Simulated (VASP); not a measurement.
# GaAs (F-43m) in VASP: notebook, part 2 of 2

VASP 6.6.1.

### 4 Relaxation of cell and atoms, PBEsol

Input file INCAR:

```
ALGO = Normal ; EDIFF = 1E-6
EDIFFG = -0.01 ; ENCUT = 600
GGA = PS ; IBRION = 2
ISIF = 3 ; ISMEAR = 0
KPAR = 8 ; LASPH = T
LCHARG = F ; LREAL = F
LWAVE = F ; NELM = 80
NSW = 90 ; PREC = Accurate
SIGMA = 0.03
```

Input file KPOINTS:

```
k-points
0
Gamma
  10 10 10
```

Input file POSCAR:

```
GaAs
1.0
    0.0000000000      2.8268500000      2.8268500000
    2.8268500000      0.0000000000      2.8268500000
    2.8268500000      2.8268500000      0.0000000000
Ga As
1 1
Direct
    0.0000000000      0.0000000000      0.0000000000
    0.2500000000      0.2500000000      0.2500000000
```

Potentials or basis: VASP PAW PBE potentials, release 64 (Ga_d, As).

Command:

```sh
$ cat potpaw_PBE.64/Ga_d/POTCAR potpaw_PBE.64/As/POTCAR > POTCAR
$ mpirun -np 8 vasp_std > vasp.out
```

OUTCAR:

```text
EDIFF = 1E-6
   EDIFFG = -0.01
   ENCUT = 600
   GGA = PS
   IBRION = 2
   ISIF = 3
   ISMEAR = 0
   LASPH = T
   LREAL = F
   NELM = 80
   NSW = 90
   PREC = Accurate

 ion  position               nearest neighbor table
   1  0.000  0.000  0.000-   2 2.45   2 2.45   2 2.45   2 2.45
   2  0.250  0.250  0.250-   1 2.45   1 2.45   1 2.45   1 2.45

  LATTYP: Found a face centered cubic cell.
 ALAT       =     5.6537000000

  Lattice vectors:

 A1 = (   0.0000000000,   2.8268500000,   2.8268500000)
 A2 = (   2.8268500000,   0.0000000000,   2.8268500000)
 A3 = (   2.8268500000,   2.8268500000,   0.0000000000)

Analysis of symmetry for initial positions (statically):
=====================================================================
 Subroutine PRICEL returns:
 Original cell was already a primitive cell.

 Routine SETGRP: Setting up the symmetry group for a
 face centered cubic supercell.

 Subroutine GETGRP returns: Found 24 space group operations
 (whereof 24 operations were pure point group operations)
 out of a pool of 48 trial point group operations.

The static configuration has the point symmetry T_d .

Analysis of symmetry for dynamics (positions and initial velocities):
=====================================================================
 Subroutine PRICEL returns:
 Original cell was already a primitive cell.

 Routine SETGRP: Setting up the symmetry group for a
 face centered cubic supercell.

 Subroutine GETGRP returns: Found 24 space group operations
 (whereof 24 operations were pure point group operations)
 out of a pool of 48 trial point group operations.

The dynamic configuration has the point symmetry T_d .

 Subroutine INISYM returns: Found 24 space group operations
 (whereof 24 operations are pure point group operations),
 and found     1 'primitive' translations

----------------------------------------------------------------------------------------

                                     Primitive cell

  volume of cell :      45.1792

[... 128 lines left out ...]

 number of electron      18.0000011 magnetization

 Free energy of the ion-electron system (eV)
  ---------------------------------------------------
  ext. energy  EPLUGINS =         0.00000000
  ---------------------------------------------------
  free energy    TOTEN  =        -9.09121942 eV

  energy without entropy =       -9.09121942  energy(sigma->0) =       -9.09121942

------------------------ aborting loop because EDIFF is reached ----------------------------------------

  FORCE on cell =-STRESS in cart. coord.  units (eV):
  Direction    XX          YY          ZZ          XY          YZ          ZX
  --------------------------------------------------------------------------------------
  -------------------------------------------------------------------------------------
  Total        0.0926627      0.0926627      0.0926627      0.0000000      0.0000000     -0.0000000
  in kB        3.2860740      3.2860740      3.2860740      0.0000000      0.0000000     -0.0000000
  external PRESSURE =       3.2860740 kB  Pullay stress =       0.0000000 kB
[... 59 lines left out ...]
--------------------------------------- Ionic step        3  -------------------------------------------

 number of electron      18.0000010 magnetization

 Free energy of the ion-electron system (eV)
  ---------------------------------------------------
  ext. energy  EPLUGINS =         0.00000000
  ---------------------------------------------------
  free energy    TOTEN  =        -9.09145225 eV

  energy without entropy =       -9.09145225  energy(sigma->0) =       -9.09145225

 E-fermi :   3.9313     XC(G=0):  -9.7513

 val. band max:        3.7587646247   @ k =   0.0000   0.0000   0.0000
 cond. band min:       4.1788883368   @ k =   0.0000   0.0000   0.0000
 fundamental gap:      0.4201237121
 Fermi energy:         3.9313055163

 k-point     1 :       0.0000    0.0000    0.0000
  band No.  band energies     occupation
      1     -11.0068      2.00000
      2     -11.0068      2.00000
      3     -11.0068      2.00000
      4     -10.9280      2.00000
      5     -10.9280      2.00000
      6      -8.9588      2.00000
      7       3.7588      2.00000
      8       3.7588      2.00000
      9       3.7588      2.00000
     10       4.1789      0.00000
     11       7.4483      0.00000
     12       7.4483      0.00000
     13       7.4483      0.00000
[... 354 lines left out ...]
  band No.  band energies     occupation
      1     -11.0987      2.00000
      2     -10.9710      2.00000
      3     -10.9695      2.00000
      4     -10.9457      2.00000
      5     -10.9185      2.00000
      6      -7.2261      2.00000
      7      -1.9197      2.00000
      8       1.1627      2.00000
      9       1.5070      2.00000
     10       5.5208      0.00000
     11       6.5347      0.00000
     12      10.9738      0.00000
     13      11.6324      0.00000

 [... further k-points ...]
[... 5 lines left out ...]
  --------------------------------------------------------------------------------------
  -------------------------------------------------------------------------------------
  Total        0.0038439      0.0038439      0.0038439     -0.0000000      0.0000000     -0.0000000
  in kB        0.1356586      0.1356586      0.1356586     -0.0000000      0.0000000     -0.0000000
  external PRESSURE =       0.1356586 kB  Pullay stress =       0.0000000 kB
[... 17 lines left out ...]
  FREE ENERGIE OF THE ION-ELECTRON SYSTEM (eV)
  ---------------------------------------------------
  free  energy   TOTEN  =        -9.0914522500 eV

  energy  without entropy=       -9.0914522500  energy(sigma->0) =       -9.09145225

 reached required accuracy - stopping structural energy minimisation
```

OSZICAR:

```text
N       E                     dE             d eps       ncg     rms          rms(c)
DAV:   1     0.833888450575E+02    0.83389E+02   -0.98374E+03  1230   0.205E+03
DAV:   2    -0.248874474369E+01   -0.85878E+02   -0.82845E+02  1323   0.347E+02
DAV:   3    -0.917122822221E+01   -0.66825E+01   -0.66232E+01  1557   0.778E+01
[... 20 lines left out ...]
DAV:   2    -0.909156862126E+01    0.42455E-03   -0.78910E-04  1522   0.689E-01    0.613E-02
DAV:   3    -0.909146299402E+01    0.10563E-03   -0.13105E-04  1602   0.237E-01    0.136E-02
DAV:   4    -0.909145350110E+01    0.94929E-05   -0.12023E-05  1431   0.541E-02    0.461E-03
DAV:   5    -0.909145225391E+01    0.12472E-05   -0.74591E-07   611   0.141E-02    0.965E-04
DAV:   6    -0.909145224997E+01    0.39381E-08   -0.15676E-07   611   0.604E-03
   3 F= -.90914522E+01 E0= -.90914522E+01  d E =-.232830E-03
```

It took 18 s on 8 MPI ranks of Intel Xeon Platinum 8488C (Sapphire Rapids), shared host; peak memory 0.2 GiB.

Results:

```yaml
Free_energy: -9.0915 eV
Relaxed_volume: 22.70 Å³/atom
Relaxed_cell: a = 4.004 Å, b = 4.004 Å, c = 4.004 Å, α = 60.00°, β = 60.00°, γ = 60.00°
Space_group_after_relaxing_to_0.05_Å: F-43m (No. 216)
Energy_gained_by_relaxing: 0.1 meV/atom
Ionic_steps: 3
Pressure_after_relaxing: 0.0 GPa
Band_gap_on_the_k_mesh: 0.42 eV, direct
```

The path:
```csv
step,energy change (eV),largest force (eV/Å),pressure (GPa),volume (Å³)
1,0.0000,0.0000,0.33,45.18
2,-0.0002,0.0000,-0.18,45.48
3,-0.0002,0.0000,0.01,45.40
```

Final structure:
```xyz
2
Lattice="0.0000 2.8314 2.8314 2.8314 0.0000 2.8314 2.8314 2.8314 0.0000" Properties=species:S:1:pos:R:3 pbc="T T T"
Ga    0.0000    0.0000    0.0000
As    1.4157    1.4157    1.4157
```

Caveat: the PAW data sets were made with another functional, which shifts forces and pressure a little. Zero-point motion and thermal expansion aren't in these numbers.

### 5 Relaxation of cell and atoms, PBEsol

This run uses another cell than the first one, of 22.70 Å³/atom, 1.005 times its volume.

INCAR, as its differences from that of step 4:

```diff
@@ -1,3 +1,3 @@
-ALGO = Normal ; EDIFF = 1E-6
-EDIFFG = -0.01 ; ENCUT = 600
+ALGO = Normal ; EDIFF = 1E-7
+EDIFFG = -0.005 ; ENCUT = 600
 GGA = PS ; IBRION = 2
```

KPOINTS is that of step 4.

Input file POSCAR:

```
GaAs                                    
1.0
   -0.0000000000      2.8313993250      2.8313993250
    2.8313993250      0.0000000000      2.8313993250
    2.8313993250      2.8313993250     -0.0000000000
  Ga              As            
     1     1
Direct
     0.0000000000000000    0.0000000000000000    0.0000000000000000
     0.2500000000000000    0.2500000000000000    0.2500000000000000
```

Command:

```sh
$ cat potpaw_PBE.64/Ga_d/POTCAR potpaw_PBE.64/As/POTCAR > POTCAR
$ mpirun -np 8 vasp_std > vasp.out
```

Run time: 9.6 s. Hardware: 8 MPI ranks of Intel Xeon Platinum 8488C (Sapphire Rapids), shared host; peak memory 0.2 GiB.

The run converged. Its results:

- Free energy: -9.0915 eV
- Pressure after relaxing: 0.0 GPa
- Band gap on the k mesh: 0.42 eV, direct

Final structure:
```
Ga As
1.0
     0.00000    2.83140    2.83140
     2.83140    0.00000    2.83140
     2.83140    2.83140    0.00000
Ga As
1 1
Direct
  0.00000 0.00000 0.00000
  0.25000 0.25000 0.25000
```

Levels at points of the mesh, in eV from the valence-band top:
```
           k point  band 7  band 8  band 9  band 10  band 11  band 12
(0.00, 0.00, 0.00)    0.00    0.00    0.00     0.42     3.69     3.69
(0.50, 0.00, 0.00)   -6.65   -1.14   -1.14     0.92     4.58     4.58
(0.50, 0.50, 0.00)   -6.83   -2.68   -2.68     1.36     1.57    10.09
```

Caveat: the relaxation stopped at its first step, so nothing moved; the PAW data sets were made with another functional, which shifts forces and pressure a little. A k mesh can miss the band edges.
